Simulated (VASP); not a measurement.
Crystal: SnS.

```
CELL_PARAMETERS angstrom
11.20000 0.00000 0.00000
0.00000 3.98700 0.00000
0.00000 0.00000 4.33400
ATOMIC_POSITIONS crystal
Sn 0.11940 0.25000 0.11980
Sn 0.38060 0.75000 0.61980
Sn 0.61940 0.25000 0.38020
Sn 0.88060 0.75000 0.88020
S 0.85080 0.25000 0.47930
S 0.64920 0.75000 0.97930
S 0.35080 0.25000 0.02070
S 0.14920 0.75000 0.52070
```

```yaml
Program: VASP 6.6.1
Task: relaxation of cell and atoms
Functional: PBE
Potentials_or_basis: VASP PAW PBE potentials, release 64 (Sn, S)
Cutoff: 300 eV
k_mesh: 2 × 4 × 3
Occupations: gaussian, width 0.03 eV
Spin: no spin polarisation
```

At the start: pressure 2.0 GPa; volume 24.19 Å³/atom.

Problem. Where does the relaxation end?

Solution. Over 16 steps the energy falls by 6.1 meV/atom and the volume is 25.04 Å³/atom (+3.5 %); space group Pnma (No. 62, to 0.05 Å).

The path:
```
step  energy change (eV)  largest force (eV/Å)  pressure (GPa)  volume (Å³)
   1              0.0000                0.2098            1.99       193.53
   2             -0.0324                0.2065           -0.85       202.08
   3             -0.0412                0.0981            0.00       199.28
   4             -0.0435                0.0797            0.02       199.46
   5             -0.0451                0.0619            0.07       199.74
   6             -0.0467                0.0430            0.02       200.22
   7             -0.0474                0.0180           -0.06       200.85
   8             -0.0481                0.0202            0.02       200.78
   9             -0.0483                0.0278            0.08       200.72
  10             -0.0486                0.0173           -0.11       201.29
  11             -0.0486                0.0162           -0.06       201.13
  12             -0.0489                0.0095           -0.02       200.91
  13             -0.0490                0.0066            0.01       200.66
  14             -0.0491                0.0036           -0.02       200.67
  15             -0.0491                0.0071           -0.05       200.68
  16             -0.0492                0.0056            0.03       200.33
```

Final structure:
```
CELL_PARAMETERS angstrom
11.45209 0.00000 0.00000
0.00000 4.03472 0.00000
0.00000 0.00000 4.33562
ATOMIC_POSITIONS crystal
Sn 0.12242 0.25000 0.11801
Sn 0.37758 0.75000 0.61801
Sn 0.62242 0.25000 0.38199
Sn 0.87758 0.75000 0.88199
S 0.85234 0.25000 0.47565
S 0.64766 0.75000 0.97565
S 0.35234 0.25000 0.02435
S 0.14766 0.75000 0.52435
```

Caveat: the k mesh is coarse (spacing up to 0.48 Å⁻¹), so the values aren't converged; the cutoff is under 1.25 times the usual one of these potentials, so pressure, stress and relaxed cells hold a basis-set (Pulay) error.
